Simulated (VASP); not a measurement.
# ScAl3 (Pm-3m) in VASP: single point with HSE06

Aim: the single point of ScAl3 with HSE06.

All numbers are computed with VASP 6.6.1; they aren't measurements. Logs are shortened: lines on timing, memory, paths and dates and some standing lists are left out, and cuts for length are marked.

### Step 1. Starting point

Symmetry: Pm-3m, No. 221, cubic system. Conventional cell: a = 4.073 Å, b = 4.073 Å, c = 4.073 Å, α = 90.00°, β = 90.00°, γ = 90.00°. Sc (site symmetry m-3m) is surrounded by 12 Al at 2.88 Å. Al (site symmetry 4/mmm) is surrounded by 4 Sc at 2.88 Å and 8 Al at 2.88 Å.

The cell is a database's computed one.

### Step 2. Single point, HSE06

File POSCAR:

```
ScAl3
1.0
    4.0730600000      0.0000000000      0.0000000000
    0.0000000000      4.0730600000      0.0000000000
    0.0000000000      0.0000000000      4.0730600000
Sc Al
1 3
Direct
    0.0000000000      0.0000000000      0.0000000000
    0.5000000000      0.0000000000      0.5000000000
    0.0000000000      0.5000000000      0.5000000000
    0.5000000000      0.5000000000      0.0000000000
```

File INCAR.step1:

```
SYSTEM = ScAl3
ALGO = Normal
EDIFF = 1E-5
ENCUT = 520
GGA = PE
ISIF = 2
ISMEAR = 0
LASPH = .TRUE.
LCHARG = .FALSE.
LREAL = .FALSE.
LWAVE = .TRUE.
NELM = 60
PREC = Accurate
SIGMA = 0.1
```

File INCAR.step2:

```
SYSTEM = ScAl3
ALGO = Normal
EDIFF = 1E-6
ENCUT = 520
GGA = PE
HFSCREEN = 0.2
ISIF = 2
ISMEAR = 0
ISTART = 1
LASPH = .TRUE.
LCHARG = .FALSE.
LHFCALC = .TRUE.
LREAL = .FALSE.
LWAVE = .FALSE.
NELM = 60
PREC = Accurate
PRECFOCK = Fast
SIGMA = 0.1
```

File KPOINTS:

```
k-points
0
G
  6 6 6
  0 0 0
```

Potentials or basis: VASP PAW PBE potentials, release 64 (Sc_sv, Al).

Command:

```console
$ cat potpaw_PBE.64/Sc_sv/POTCAR potpaw_PBE.64/Al/POTCAR > POTCAR
$ cp INCAR.step1 INCAR
$ mpirun -np 1 vasp_std > vasp.out
$ cp INCAR.step2 INCAR
$ mpirun -np 1 vasp_std > vasp.out
```

OUTCAR:

```text
SYSTEM = ScAl3
   EDIFF = 1E-6
   ENCUT = 520
   GGA = PE
   HFSCREEN = 0.2
   ISIF = 2
   ISMEAR = 0
   ISTART = 1
   LASPH = .TRUE.
   LHFCALC = .TRUE.
   LREAL = .FALSE.
   NELM = 60
   PREC = Accurate
   PRECFOCK = Fast

 ion  position               nearest neighbor table
   1  0.000  0.000  0.000-   2 2.88   3 2.88   4 2.88   2 2.88   3 2.88   3 2.88   4 2.88   3 2.88
                             2 2.88   4 2.88   2 2.88   4 2.88
   2  0.500  0.000  0.500-   1 2.88   3 2.88   4 2.88   1 2.88   4 2.88   3 2.88   4 2.88   4 2.88
                             1 2.88   3 2.88   1 2.88   3 2.88
   3  0.000  0.500  0.500-   1 2.88   2 2.88   4 2.88   1 2.88   4 2.88   1 2.88   2 2.88   1 2.88
                             2 2.88   4 2.88   4 2.88   2 2.88
   4  0.500  0.500  0.000-   1 2.88   2 2.88   3 2.88   2 2.88   3 2.88   1 2.88   2 2.88   2 2.88
                             1 2.88   3 2.88   3 2.88   1 2.88

  LATTYP: Found a simple cubic cell.
 ALAT       =     4.0730600000

  Lattice vectors:

 A1 = (   4.0730600000,   0.0000000000,   0.0000000000)
 A2 = (   0.0000000000,   4.0730600000,   0.0000000000)
 A3 = (   0.0000000000,   0.0000000000,   4.0730600000)

Analysis of symmetry for initial positions (statically):
=====================================================================
 Subroutine PRICEL returns:
 Original cell was already a primitive cell.

 Routine SETGRP: Setting up the symmetry group for a
 simple cubic supercell.

 Subroutine GETGRP returns: Found 48 space group operations
 (whereof 48 operations were pure point group operations)
 out of a pool of 48 trial point group operations.

The static configuration has the point symmetry O_h .

Analysis of symmetry for dynamics (positions and initial velocities):
=====================================================================
 Subroutine PRICEL returns:
 Original cell was already a primitive cell.

 Routine SETGRP: Setting up the symmetry group for a
 simple cubic supercell.

 Subroutine GETGRP returns: Found 48 space group operations
 (whereof 48 operations were pure point group operations)
 out of a pool of 48 trial point group operations.

The dynamic configuration has the point symmetry O_h .

 Subroutine INISYM returns: Found 48 space group operations
 (whereof 48 operations are pure point group operations),
 and found     1 'primitive' translations

----------------------------------------------------------------------------------------

                                     Primitive cell

  volume of cell :      67.5713

  direct lattice vectors                    reciprocal lattice vectors
     4.073060000  0.000000000  0.000000000     0.245515657  0.000000000  0.000000000
     0.000000000  4.073060000  0.000000000     0.000000000  0.245515657  0.000000000
     0.000000000  0.000000000  4.073060000     0.000000000  0.000000000  0.245515657

  length of vectors
     4.073060000  4.073060000  4.073060000     0.245515657  0.245515657  0.245515657

  position of ions in fractional coordinates (direct lattice)
     0.000000000  0.000000000  0.000000000
     0.500000000  0.000000000  0.500000000
     0.000000000  0.500000000  0.500000000
     0.500000000  0.500000000  0.000000000

  ion indices of the primitive-cell ions
   primitive index   ion index
                 1           1
                 2           2
                 3           3
                 4           4

----------------------------------------------------------------------------------------

 KPOINTS: k-points

Automatic generation of k-mesh.
 Grid dimensions read from file:
 generate k-points for:    6    6    6

 Generating k-lattice:

  Cartesian coordinates                     Fractional coordinates (reciprocal lattice)
     0.040919276  0.000000000  0.000000000     0.166666667  0.000000000  0.000000000
     0.000000000  0.040919276  0.000000000     0.000000000  0.166666667  0.000000000
     0.000000000  0.000000000  0.040919276     0.000000000  0.000000000  0.166666667

  Length of vectors
     0.040919276  0.040919276  0.040919276

  Shift w.r.t. Gamma in fractional coordinates (k-lattice)
     0.000000000  0.000000000  0.000000000

 Subroutine IBZKPT returns following result:
 ===========================================

 Found     20 irreducible k-points:

 Following reciprocal coordinates:
            Coordinates               Weight
  0.000000  0.000000  0.000000      1.000000
  0.166667  0.000000  0.000000      6.000000
  0.333333  0.000000  0.000000      6.000000
  0.500000  0.000000  0.000000      3.000000
  0.166667  0.166667  0.000000     12.000000
  0.333333  0.166667  0.000000     24.000000
[... 12 lines left out ...]
  0.500000  0.500000  0.333333      6.000000
  0.500000  0.500000  0.500000      1.000000
   k-points           NKPTS =     20   k-points in BZ     NKDIM =    216   number of bands    NBANDS=     14
   number of dos      NEDOS =    301   number of ions     NIONS =      4
   total plane-waves  NPLWV =  27000
   dimension x,y,z NGX =    30 NGY =   30 NGZ =   30
   dimension x,y,z NGXF=    60 NGYF=   60 NGZF=   60
   ions per type =               1   3
   NGX,Y,Z   is equivalent  to a cutoff of  12.24, 12.24, 12.24 a.u.
   NGXF,Y,Z  is equivalent  to a cutoff of  24.49, 24.49, 24.49 a.u.
 SYSTEM =  ScAl3
   PREC   = accura    normal or accurate (medium, high low for compatibility)
   ISTART =      1    job   : 0-new  1-cont  2-samecut
   ICHARG =      0    charge: 1-file 2-atom 10-const
   ISPIN  =      1    spin polarized calculation?
   LNONCOLLINEAR =      F non collinear calculations
   LSORBIT =      F    spin-orbit coupling
   LASPH  =      T    aspherical Exc in radial PAW
   ENCUT  =  520.0 eV  38.22 Ry    6.18 a.u.   7.57  7.57  7.57*2*pi/ulx,y,z
   NELM   =     60;   NELMIN=  2; NELMDL=  0     # of ELM steps
   EDIFF  = 0.1E-05   stopping-criterion for ELM
   LREAL  =      F    real-space projection
   EDIFFG = 0.1E-04   stopping-criterion for IOM
   NSW    =      0    number of steps for IOM
   IBRION =     -1    ionic relax: 0-MD 1-quasi-New 2-CG
   NFREE  =      0    steps in history (QN), initial steepest desc. (CG)
   ISIF   =      2    stress and relaxation
   ISYM   =      3    0-nonsym 1-usesym 2-fastsym
   POTIM  = 0.5000    time-step for ionic-motion
   TEBEG  =    0.0;   TEEND  =   0.0 temperature during run
   PSTRESS=    0.0 pullay stress
   NELECT =      20.0000    total number of electrons
   NUPDOWN=      -1.0000    fix difference up-down
   EMIN   =  10.00;   EMAX   =-10.00  energy-range for DOS
   EFERMI =   0.00;   METHOD = LEGACY
   ISMEAR =     0;   SIGMA  =   0.10  broadening in eV -4-tet -1-fermi 0-gaus
   EFERMI_NEDOS =   21; number of points for ismear=-14 and -15
   IALGO  =     38    algorithm
   IMIX   =      1    mixing-type and parameters
     AMIX     =   0.40;   BMIX     =  1.00
     AMIX_MAG =   1.60;   BMIX_MAG =  1.00
  volume/ion in A,a.u.               =      16.89       114.00
  Fermi-wavevector in a.u.,A,eV,Ry     =   1.091015  2.061719 16.195199  1.190314
  Thomas-Fermi vector in A             =   2.227251
   LORBIT       =      0    0 simple, 1 ext, 2 COOP (PROOUT), +10 PAW based schemes
   GGA     = PE    functional components
   LHFCALC =     T    Hartree Fock is set to
   PRECFOCK=fast      Normal, Fast or Accurate (Low or Medium for compatibility)
   ENCUT4O =  -1.0   cutoff for four orbital integrals eV
   NKREDX  =     1    reduce k-point grid by
   NKREDY  =     1    reduce k-point grid by
   NKREDZ  =     1    reduce k-point grid by
   AEXX    =    0.2500 exact exchange contribution
   HFSCREEN=    0.2000 screening length (either q_TF or 0.3 A-1)
   HFSCREENC=   0.2000 screening length for correlation (either q_TF or 0.3 A-1)
   ENCUTFOCK=  -1.0 apply spherical cutoff to Coloumb kernel
   IVDW    =     0    specifies the selected vdW correction
   LEPSILON=     F    determine dielectric tensor
   LRPA    =     F    only Hartree local field effects (RPA)
 non-spin polarized calculation
 Gauss-broadening in eV      SIGMA  =   0.10
  energy-cutoff  :      520.00
  volume of cell :       67.57
 maximum number of plane-waves:      1856
  NGX = 18; NGY = 18; NGZ = 18

 number of electron      19.9999997 magnetization

 Free energy of the ion-electron system (eV)
  ---------------------------------------------------
  ext. energy  EPLUGINS =         0.00000000
  ---------------------------------------------------
  free energy    TOTEN  =       -21.77449974 eV

  energy without entropy =      -21.76538824  energy(sigma->0) =      -21.76994399

 E-fermi :   7.6203     XC(G=0):  -8.6083

 val. band max:        7.5751102247   @ k =   0.5000   0.3333   0.1667
 cond. band min:       7.6250663793   @ k =   0.1667   0.1667   0.0000
 fundamental gap:      0.0499561546
 Fermi energy:         7.6203049007

 k-point     1 :       0.0000    0.0000    0.0000
  band No.  band energies     occupation
      1     -45.9498      2.00000
      2     -23.0979      2.00000
      3     -23.0979      2.00000
      4     -23.0979      2.00000
      5      -4.1779      2.00000
      6       4.4455      2.00000
      7       4.4455      2.00000
      8       5.1869      2.00000
      9       5.1869      2.00000
     10       5.1869      2.00000
     11       8.9969      0.00000
     12       9.1503      0.00000
     13       9.1503      0.00000
     14       9.1503      0.00000

 k-point     2 :       0.1667    0.0000    0.0000
  band No.  band energies     occupation
      1     -45.9494      2.00000
      2     -23.1090      2.00000
      3     -23.0966      2.00000
      4     -23.0966      2.00000
      5      -3.8881      2.00000
      6       2.5415      2.00000
      7       4.6696      2.00000
      8       5.2297      2.00000
      9       5.2297      2.00000
     10       6.4999      2.00000
[... 294 lines left out ...]
 k-point    20 :       0.5000    0.5000    0.5000
  band No.  band energies     occupation
      1     -45.9439      2.00000
      2     -23.1326      2.00000
      3     -23.1326      2.00000
      4     -23.1326      2.00000
      5       1.8377      2.00000
      6       1.8377      2.00000
      7       1.8377      2.00000
      8       2.2655      2.00000
      9       3.7622      2.00000
     10       3.7622      2.00000
     11       3.7622      2.00000
     12       8.6529      0.00000
     13      10.8928      0.00000
     14      10.8928      0.00000

------------------------ aborting loop because EDIFF is reached ----------------------------------------

  FORCE on cell =-STRESS in cart. coord.  units (eV):
  Direction    XX          YY          ZZ          XY          YZ          ZX
  --------------------------------------------------------------------------------------
  -------------------------------------------------------------------------------------
  Total        0.5355990      0.5355990      0.5355990      0.0000000      0.0000000      0.0000000
  in kB       12.6995380     12.6995380     12.6995380      0.0000000      0.0000000      0.0000000
  external PRESSURE =      12.6995380 kB  Pullay stress =       0.0000000 kB

 VOLUME and BASIS-vectors are now :
 -----------------------------------------------------------------------------
  energy-cutoff  :      520.00
  volume of cell :       67.57
      direct lattice vectors                 reciprocal lattice vectors
     4.073060000  0.000000000  0.000000000     0.245515657  0.000000000  0.000000000
     0.000000000  4.073060000  0.000000000     0.000000000  0.245515657  0.000000000
     0.000000000  0.000000000  4.073060000     0.000000000  0.000000000  0.245515657

 POSITION                                       TOTAL-FORCE (eV/Angst)
 -----------------------------------------------------------------------------------
      0.00000      0.00000      0.00000         0.000000      0.000000      0.000000
      2.03653      0.00000      2.03653         0.000000      0.000000      0.000000
      0.00000      2.03653      2.03653         0.000000      0.000000      0.000000
      2.03653      2.03653      0.00000         0.000000      0.000000      0.000000
 -----------------------------------------------------------------------------------
    total drift:                                0.000070     -0.000034     -0.000016

  FREE ENERGIE OF THE ION-ELECTRON SYSTEM (eV)
  ---------------------------------------------------
  free  energy   TOTEN  =       -21.7744997394 eV

  energy  without entropy=      -21.7653882426  energy(sigma->0) =      -21.76994399
```

Run time: 19 min. Hardware: 1 thread of Intel Xeon Platinum 8488C (Sapphire Rapids), shared host; peak memory 0.3 GiB.

Results:

- Free energy: -21.7745 eV
- Pressure: 1.3 GPa
- Band gap on the k mesh: none (metal or under the smearing width)

Caveat: the PAW data sets were made with another functional, which shifts forces and pressure a little.
